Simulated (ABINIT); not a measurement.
**PtSe2 (Sudovikovite) in ABINIT: convergence with cutoff**

Input of the first run (cutoff 6.5 Ha); the others differ in this setting and in those tied to it:

Contents of run.abi:

```
pp_dirpath "./"
pseudos "Pt.LDA_PW-JTH.xml, Se.LDA_PW-JTH.xml"

acell 3*1.0
rprim
     7.0373400881     0.0000000000     0.0000000000
    -3.5186700441     6.0945152914     0.0000000000
     0.0000000000     0.0000000000     9.5657936429
ntypat 2
znucl 78 34
natom 3
typat 1 2 2
xred
     0.0000000000     0.0000000000     0.0000000000
     0.6666666667     0.3333333333     0.7500000000
     0.3333333333     0.6666666667     0.2500000000

ecut 176.874011 eV
pawecutdg 47.6

kptopt 1
ngkpt 8 8 5
nshiftk 1
shiftk 0.0 0.0 0.0

ixc 7

nband 15
occopt 6
tsmear 0.00367493

nstep 100
tolvrs 1.0e-9

iomode 3
prtwf 0
prtden 0
prteig 0
prtebands 0
enunit 2
```

Potentials or basis: JTH PAW LDA v2.0.

The run is started by

```console
$ abinit run.abi > log 2>&1
```

Hardware: 1 thread of Intel(R) Xeon(R) Platinum 8259CL CPU @ 2.50GHz (Skylake/Cascade Lake) (shared host).

```tsv
cutoff	energy less the tightest run (meV/atom)	largest force (eV/Å)	SCF cycles	CPU time (s)	peak memory (GiB)
6.5 Ha	320.37	0.491	13	10	0.1
8 Ha	154.58	0.517	16	15	0.1
9.5 Ha	93.41	0.449	19	21	0.1
11 Ha	41.91	0.342	17	25	0.11
13.5 Ha	5.90	0.277	22	37	0.11
16 Ha	3.79	0.275	22	50	0.12
18.5 Ha	1.87	0.271	21	65	0.12
21.5 Ha	0.21	0.269	20	70	0.13
25.5 Ha	0.00	0.269	20	88	0.15
```

Against the tightest run, the energy stays within 1 meV/atom from 21.5 Ha on; the largest force stays within 0.005 eV/Å from 18.5 Ha on. The tightest run that finished is the yardstick and may itself not be fully converged.

Caveat, for the tightest run too: the atomic spheres overlap. The run has no spin-orbit coupling, so splittings on Pt are missing.
